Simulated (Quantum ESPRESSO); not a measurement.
Rh:

```
Rh
1.0
     0.00000    1.89785    1.89785
     1.89785    0.00000    1.89785
     1.89785    1.89785    0.00000
Rh
1
Direct
  0.00000 0.00000 0.00000
```

- Program: Quantum ESPRESSO 7.5
- Task: phonon dispersion
- Functional: PBE
- Potentials or basis: GBRV 1.5 PBE
- Cutoff: 612 eV
- Density cutoff: 4898 eV
- k mesh: 12 × 12 × 12
- Occupations: cold, width 0.2 eV
- Spin: no spin polarisation
- Mixing beta: 0.5
- Most SCF iterations: 120
- SCF threshold: 2e-10 Ry
- q mesh: 2 × 2 × 2

The cell and the atoms were relaxed first, to 14.05 Å³/atom (a = 2.709 Å, b = 2.709 Å, c = 2.709 Å, α = 60.00°, β = 60.00°, γ = 60.00°), and the response was taken there.

Question: Is this structure dynamically stable at this level, and how far does the spectrum reach?

Answer: Yes, as far as this q mesh shows: no mode on the path is imaginary. The highest frequency is 239 cm⁻¹.

Phonon frequencies at the corners of the path (cm⁻¹, interpolated; i marks imaginary ones):
```
point  frequencies
    Γ        0 0 0
    X  186 186 233
    W  187 212 212
    K  174 207 220
    L  138 138 239
    U  174 207 220
```

Harmonic thermodynamics per atom at this volume (zero-point energy 32.0 meV, Debye temperature from the second moment 329 K):
| T (K) | free energy (meV) | entropy (k_B) | heat capacity Cv (k_B) |
| --- | --- | --- | --- |
| 50 | 31.8 | 0.22 | 0.63 |
| 100 | 29.1 | 1.07 | 1.84 |
| 200 | 12.7 | 2.66 | 2.63 |
| 298.15 | -14.7 | 3.75 | 2.83 |
| 500 | -93.9 | 5.24 | 2.94 |
| 800 | -248.8 | 6.63 | 2.97 |

Phonon states per cell in windows of 20 cm⁻¹ (negative: imaginary):
```
from (cm⁻¹)  total
          0   0.00
         20   0.01
         40   0.02
         60   0.04
         80   0.08
        100   0.15
        120   0.29
        140   0.50
        160   0.58
        180   0.47
        200   0.40
        220   0.47
```

A q mesh this small can miss soft modes between its points.

Caveat: the q mesh is small, so phonon branches between its points and thermal values are rough.
